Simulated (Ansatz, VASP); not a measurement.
# Al in VASP and in Ansatz

File INCAR:

```
SYSTEM = Al
PREC = Accurate
ENCUT = 520
EDIFF = 1E-6
ISMEAR = 0
SIGMA = 0.39
LREAL = .FALSE.
LASPH = .TRUE.
NELM = 100
ALGO = Normal
ISIF = 2
LWAVE = .FALSE.
LCHARG = .FALSE.
GGA = PE
NBANDS = 8
```

KPOINTS

```
regular mesh
0
G
  10 10 10
  0 0 0
```

File POSCAR:

```
Al
1.0
   -1.5912186900      1.5912186900      1.5912186900
    1.5912186900     -1.5912186900      1.5912186900
    1.5912186900      1.5912186900     -1.5912186900
Al
1
Direct
    0.0000000000      0.0000000000      0.0000000000
```

Input for Ansatz:

```yaml
crystal:
  lattice:
    - [-1.59121869, 1.59121869, 1.59121869]
    - [1.59121869, -1.59121869, 1.59121869]
    - [1.59121869, 1.59121869, -1.59121869]
  atoms:
    - { symbol: Al, position: [0.0, 0.0, 0.0] }
basis:
  ecutwfc: 420
kpoints:
  mp_grid: { grid: [10, 10, 10] }
hamiltonian:
  xc: pbe
scf:
  occupations: { method: gaussian, width: 0.39 }
output:
  forces: true
  stress: true
  eigenvalues: true
```

Alike in both runs: task single point; functional PBE; k mesh 10 × 10 × 10; occupations gaussian, width 0.39 eV; no spin polarisation.

|  | VASP | Ansatz |
| --- | --- | --- |
| version | VASP 6.6.1 | Ansatz 0.2.0 |
| potentials or method | VASP PAW PBE potentials, release 64 (Al) | scalar-relativistic, plane waves, PAW |
| plane-wave cutoff (eV) | 520 | 420 |
| valence electrons in the cell | 3 | 3 |

```tsv
	VASP	Ansatz	Ansatz less VASP
gap on the k mesh at the Fermi level (eV)	none	none	-
pressure (GPa)	4.2	4.2	+0.02
```

A gap of «none» marks a metal or a gap that the smearing closes.
